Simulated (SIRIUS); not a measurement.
NaI:

```
I Na
1.0
     0.00000    3.23640    3.23640
     3.23640    0.00000    3.23640
     3.23640    3.23640    0.00000
I Na
1 1
Direct
  0.50000 0.50000 0.50000
  0.00000 0.00000 0.00000
```

Base run:

| Property | Result |
| --- | --- |
| Program | SIRIUS 7.12.0 |
| Functional | PBEsol |
| Potentials or basis | PseudoDojo 0.4.1 PBE standard (scalar relativistic) |
| Cutoff | 1202 eV |
| Density cutoff | 4809 eV |
| k mesh | 7 × 7 × 7 |
| Occupations | fermi-dirac, width 0.05 eV |
| Spin | no spin polarisation |

Its results: band gap on the k mesh 3.49 eV; pressure -0.4 GPa.

Task: The run is repeated on the same cell with these changes: functional from PBEsol to LDA; libxc names from ["XC_GGA_X_PBE_SOL", "XC_GGA_C_PBE_SOL"] to ["XC_LDA_X", "XC_LDA_C_PW"]. What comes out?

Result: Band gap on the k mesh 3.29 eV; pressure -1.5 GPa.

Caveats: the potentials were made for another functional, which shifts forces and pressure; spin-orbit coupling is left out, which moves the levels of the heavy elements; an odd mesh through Γ misses points on the zone boundary, where band edges often lie.

Not every run made on this cell is shown here.
